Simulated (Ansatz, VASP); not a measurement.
## BN: VASP beside Ansatz

```xyz
2
Lattice="1.2511 0.7223 3.3729 -1.2511 0.7223 3.3729 0.0000 -1.4447 3.3729" Properties=species:S:1:pos:R:3 pbc="T T T"
B     0.0000    0.0000   10.1155
N     0.0000    0.0000    3.3671
```

The cell is a database's computed one.

Alike in both runs: task single point; functional LDA; k mesh 8 × 8 × 8; no spin polarisation.

```csv
,VASP,Ansatz
version,VASP 6.6.1,Ansatz 0.2.0
potentials or method,"VASP PAW LDA potentials, release 64 (B, N)","plane waves, PAW"
plane-wave cutoff (eV),520,450
occupations,"gaussian, width 0.01 eV",fixed
valence electrons in the cell,8,8
```

```csv
,VASP,Ansatz,Ansatz less VASP
gap on the k mesh at the Fermi level (eV),4.10,4.11,+0.015
pressure (GPa),-3.8,-4.2,-0.40
largest component of the traceless stress (GPa),2.70,3.28,+0.579
```

A k mesh can miss the band edges. LDA gaps usually lie below the measured ones, often by a third to a half.
